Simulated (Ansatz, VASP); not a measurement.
## InPd in VASP and in Ansatz

Contents of INCAR:

```
ALGO = Normal ; EDIFF = 1E-7
ENCUT = 520 ; GGA = PS
ISIF = 2 ; ISMEAR = -1
LASPH = T ; LCHARG = F
LREAL = F ; LWAVE = F
NBANDS = 18 ; NELM = 80
PREC = Accurate ; SIGMA = 0.05
```

KPOINTS

```
k-points
0
Gamma
  8 8 8
```

File POSCAR:

```
InPd
1.0
    3.3360556752      0.0000000000      0.0000000000
    0.0000000000      3.3360556752      0.0000000000
    0.0000000000      0.0000000000      3.3360556752
In Pd
1 1
Direct
    0.0000000000      0.0000000000      0.0000000000
    0.5000000000      0.5000000000      0.5000000000
```

input.yaml

```yaml
crystal:
  lattice:
    - [3.3360556752, 0.0, 0.0]
    - [0.0, 3.3360556752, 0.0]
    - [0.0, 0.0, 3.3360556752]
  atoms:
    - { symbol: In, position: [0.0, 0.0, 0.0] }
    - { symbol: Pd, position: [0.5, 0.5, 0.5] }
hamiltonian:
  xc: pbesol
  pseudopotentials: { kind: paw }
kpoints:
  mp_grid: { grid: [8, 8, 8] }
scf:
  occupations: { method: fermi_dirac, width: 0.05 }
output:
  forces: true
  stress: true
  eigenvalues: true
```

Change from the starting cell: volume scaled by 1.06.

Alike in both runs: task single point; functional PBEsol; k mesh 8 × 8 × 8; occupations fermi-dirac, width 0.05 eV; no spin polarisation.

|  | VASP | Ansatz |
| --- | --- | --- |
| version | VASP 6.6.1 | Ansatz 0.2.0 |
| potentials or method | VASP PAW PBE potentials, release 64 (In_d, Pd) | Ansatz PAW |
| plane-wave cutoff (eV) | 520 | 420 |
| valence electrons in the cell | 23 | 31 |

|  | VASP | Ansatz | Ansatz less VASP |
| --- | --- | --- | --- |
| gap on the k mesh at the Fermi level (eV) | none | none | - |
| pressure (GPa) | -8.9 | -9.0 | -0.04 |

A gap of «none» marks a metal or a gap that the smearing closes. The two sets of potentials don't hold the same shells in valence.

Caveats: the PAW data sets were made with another functional, which shifts forces and pressure a little (VASP); the PAW data sets come from PBE, with cores solved anew for the run's functional, which leaves a small shift of forces and pressure (Ansatz).
